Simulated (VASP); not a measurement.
**AlAs: relaxation of cell and atoms with PBEsol**

The system is AlAs.

```
Al As
1.0
     0.00000    2.83040    2.83040
     2.83040    0.00000    2.83040
     2.83040    2.83040    0.00000
Al As
1 1
Direct
  0.00000 0.00000 0.00000
  0.25000 0.25000 0.25000
```

| Property | Result |
| --- | --- |
| Program | VASP 6.6.1 |
| Task | relaxation of cell and atoms |
| Functional | PBEsol |
| Potentials or basis | VASP PAW PBE potentials, release 64 (Al, As) |
| Cutoff | 600 eV |
| k mesh | 8 × 8 × 8 |
| Occupations | gaussian, width 0.03 eV |
| Spin | no spin polarisation |
| Further INCAR settings | ALGO = Normal; EDIFF = 1e-06; IBRION = 2; EDIFFG = -0.01; NSW = 90; ISIF = 3 |

The relaxed volume is 22.93 Å³/atom. The relaxed cell is a = 4.018 Å, b = 4.018 Å, c = 4.018 Å, α = 60.00°, β = 60.00°, γ = 60.00° and the space group after relaxing (to 0.05 Å) is F-43m (No. 216). The energy gained by relaxing is 0.6 meV/atom, the ionic steps are 3 and the pressure after relaxing is 0.0 GPa. The band gap on the k mesh is 1.34 eV, indirect (least direct gap 1.89 eV).

Step by step:
```
step  energy change (eV)  largest force (eV/Å)  pressure (GPa)  volume (Å³)
   1              0.0000                0.0000            0.82        45.35
   2             -0.0010                0.0000           -0.41        46.12
   3             -0.0013                0.0000            0.00        45.86
```

Final structure:
```cif
data_structure
_symmetry_space_group_name_H-M 'P 1'
_symmetry_Int_Tables_number 1
_cell_length_a 4.0176
_cell_length_b 4.0176
_cell_length_c 4.0176
_cell_angle_alpha 60.000
_cell_angle_beta 60.000
_cell_angle_gamma 60.000
_cell_volume 45.86
loop_
_atom_site_label
_atom_site_type_symbol
_atom_site_fract_x
_atom_site_fract_y
_atom_site_fract_z
_atom_site_occupancy
Al1 Al 0.00000 0.00000 0.00000 1
As1 As 0.25000 0.25000 0.25000 1
```

Levels at points of the mesh, in eV from the valence-band top:
```csv
k point,band 1,band 2,band 3,band 4,band 5,band 6,band 7,band 8
"(0.00, 0.00, 0.00)",-11.83,0.00,0.00,0.00,1.89,4.24,4.24,4.24
"(0.50, 0.00, 0.00)",-10.42,-5.55,-0.82,-0.82,2.04,4.62,4.62,7.56
"(0.50, 0.50, 0.00)",-9.88,-5.40,-2.16,-2.16,1.34,2.22,10.20,10.20
```

Wall time 5.9 s on 4 MPI ranks on Intel(R) Xeon(R) 6975P-C (Granite Rapids) (shared host), peak memory 0.18 GiB a rank.

Caveat: the PAW data sets were made with another functional, which shifts forces and pressure a little. A k mesh can miss the band edges.
